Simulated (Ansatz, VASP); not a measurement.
Mo: VASP beside Ansatz

File INCAR:

```
SYSTEM = Mo
PREC     = Accurate       ! precision mode
ENCUT    = 520            ! plane-wave cutoff, eV
EDIFF    = 1E-6           ! SCF threshold, eV
ISMEAR   = 0              ! smearing method
SIGMA    = 0.15           ! smearing width, eV
LREAL    = .False.        ! projectors in reciprocal space
LASPH    = .True.         ! aspherical terms in the spheres
NELM     = 60             ! most SCF steps
ALGO     = Fast           ! electronic algorithm
ISIF     = 2              ! what is computed and relaxed
LWAVE    = .False.        ! write WAVECAR
LCHARG   = .True.         ! write CHGCAR
GGA      = PE             ! functional
LELF     = .True.         ! ELF
LVHAR    = .True.       
NBANDS   = 13             ! bands
```

KPOINTS

```
Automatic mesh
0
Gamma
  22 22 22
  0 0 0
```

POSCAR

```
Mo
1.0
    0.0000000000      2.1880399595      1.6066777423
    2.1880399595      0.0000000000      1.6066777423
    2.1880399595      2.1880399595      0.0000000000
Mo
1
Direct
    0.0000000000      0.0000000000      0.0000000000
```

Input for Ansatz:

```yaml
crystal:
  lattice:
    - [0.0, 2.1880399595, 1.6066777423]
    - [2.1880399595, 0.0, 1.6066777423]
    - [2.1880399595, 2.1880399595, 0.0]
  atoms:
    - { symbol: Mo, position: [0.0, 0.0, 0.0] }
basis:
  ecutwfc: 420
kpoints:
  mp_grid: { grid: [22, 22, 22] }
hamiltonian:
  xc: pbe
scf:
  occupations: { method: gaussian, width: 0.15 }
output:
  forces: true
  stress: true
  eigenvalues: true
```

Alike in both runs: task single point; functional PBE; k mesh 22 × 22 × 22; occupations gaussian, width 0.15 eV; no spin polarisation.

|  | VASP | Ansatz |
| --- | --- | --- |
| version | VASP 6.6.1 | Ansatz 0.2.0 |
| potentials or method | VASP PAW PBE potentials, release 64 (Mo_sv) | scalar-relativistic, plane waves, PAW |
| plane-wave cutoff (eV) | 520 | 420 |
| valence electrons in the cell | 14 | 14 |

|  | VASP | Ansatz | Ansatz less VASP |
| --- | --- | --- | --- |
| gap on the k mesh at the Fermi level (eV) | none | none | - |
| pressure (GPa) | 7.9 | 7.3 | -0.60 |
| largest component of the traceless stress (GPa) | 7.72 | 7.73 | +0.003 |

A gap of «none» marks a metal or a gap that the smearing closes.
